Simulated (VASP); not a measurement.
**ZrC under changes of volume**

One of the cells (12.529 Å³/atom); the others are scaled copies at fixed shape and fractional positions:

```
CELL_PARAMETERS angstrom
0.00000 2.32256 2.32256
2.32256 0.00000 2.32256
2.32256 2.32256 0.00000
ATOMIC_POSITIONS crystal
Zr 0.50000 0.50000 0.50000
C 0.00000 0.00000 0.00000
```

| Quantity | Value |
| --- | --- |
| Program | VASP 6.6.1 |
| Functional | LDA |
| Potentials or basis | VASP PAW LDA potentials, release 64 (Zr_sv, C) |
| Cutoff | 520 eV |
| k mesh | 8 × 8 × 8 |
| Occupations | fermi-dirac, width 0.05 eV |
| Spin | no spin polarisation |

```csv
volume (Å³/atom),energy over the lowest point (meV/atom),pressure (GPa)
12.027,16.98,11.0
12.278,?,?
12.529,0.00,0.1
12.779,3.47,-4.6
13.030,13.93,-8.9
```

Question: What does the run at 12.278 Å³/atom give?

Answer: Energy over the lowest point 4.23 meV/atom; pressure 5.2 GPa.

Worked out: A Birch-Murnaghan fit of order 2 (a polynomial in V^(-2/3)) to the other rows has its minimum at 12.54 Å³/atom with B0 = V·E''(V) = 245 GPa. It gives 4.22 meV/atom at 12.278 Å³/atom, against the run's 4.23, and -dE/dV = 5.3 GPa, against 5.2.

Energies are extrapolated to zero smearing.
